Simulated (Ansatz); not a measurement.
How Ti$_{3}$Si stores the work of compression

Computed with DFT PBEsol, scalar-relativistic, plane waves, PAW in Ansatz. (420 eV cutoff, 6×6×8 k-mesh, Gaussian smearing of 0.10 eV, no spin polarisation)

The relaxed crystal:

```
CELL_PARAMETERS angstrom
5.58381 0.00000 0.00000
-2.79190 4.83572 0.00000
0.00000 0.00000 4.47321
ATOMIC_POSITIONS crystal
Ti 0.34318 0.17159 0.75000
Ti 0.82841 0.17159 0.75000
Ti 0.82841 0.65682 0.75000
Ti 0.65682 0.82841 0.25000
Ti 0.17159 0.82841 0.25000
Ti 0.17159 0.34318 0.25000
Si 0.33333 0.66667 0.75000
Si 0.66667 0.33333 0.25000
```

Cell and atoms were relaxed at each target pressure within the start's symmetry (P6_3/mmc), at zero temperature; other phases can be more stable under pressure. H = E + PV with P the target; E is the free energy at the smearing used, whose derivative the pressure is, per atom and counted from zero pressure.

| P (GPa) | V (Å³/atom) | E − E0 (meV) | H − H0 (meV) |
| --- | --- | --- | --- |
| 0 | 15.098 | 0.0 | 0.0 |
| 2 | 14.894 | 1.3 | 187.2 |
| 5 | 14.613 | 7.4 | 463.4 |
| 10 | 14.192 | 26.8 | 912.6 |
| 20 | 13.473 | 93.3 | 1775.1 |

**Question.** Thermodynamics gives dH/dP = V along a relaxed path. Integrate V over P by the trapezoid rule and compare with the computed enthalpies.

**Answer.** With 1 eV/Å³ = 160.22 GPa, each step adds the mean volume times ΔP / 160.22:
```json
{"P (GPa)": "2", "∫V dP (meV)": "187.2", "H − H0 (meV)": "187.2", "difference (meV)": "0.0"}
{"P (GPa)": "5", "∫V dP (meV)": "463.4", "H − H0 (meV)": "463.4", "difference (meV)": "0.1"}
{"P (GPa)": "10", "∫V dP (meV)": "912.9", "H − H0 (meV)": "912.6", "difference (meV)": "0.3"}
{"P (GPa)": "20", "∫V dP (meV)": "1776.3", "H − H0 (meV)": "1775.1", "difference (meV)": "1.2"}
```

V(P) curves upward, so the trapezoid rule runs high; integrating a smooth curve through the same points puts that excess at about 0.8 meV at 20 GPa, against the 1.2 meV found.

**Question.** At 20 GPa, how much of the enthalpy change is stored energy and how much is the PV term?

**Answer.** E rises by 93 meV/atom and PV is 20 × 13.473 / 160.22 = 1682 meV/atom, so PV makes 95 % of ΔH. So between rival structures at high pressure a small difference in volume can outweigh the difference in energy: 1 % of this volume is worth 16.8 meV/atom at this pressure.

**Question.** What bulk modulus do the lowest pressures give, and how is the compression shared among the axes?

**Answer.** From the pressures that the runs reached, -2.01 GPa (15.315 Å³) and 2.00 GPa (14.894 Å³), B = −ΔP/Δln V = 4.01 / 0.0279 = 144 GPa, a mean over that range. The linear compressibilities −Δln(length)/ΔP are 2.43 along a, 2.43 along b, 2.09 along c (in TPa⁻¹). With fixed angles they add up to 1/B: 6.95 against 6.95. Softest: a and b, at 35 % of the volume change per axis.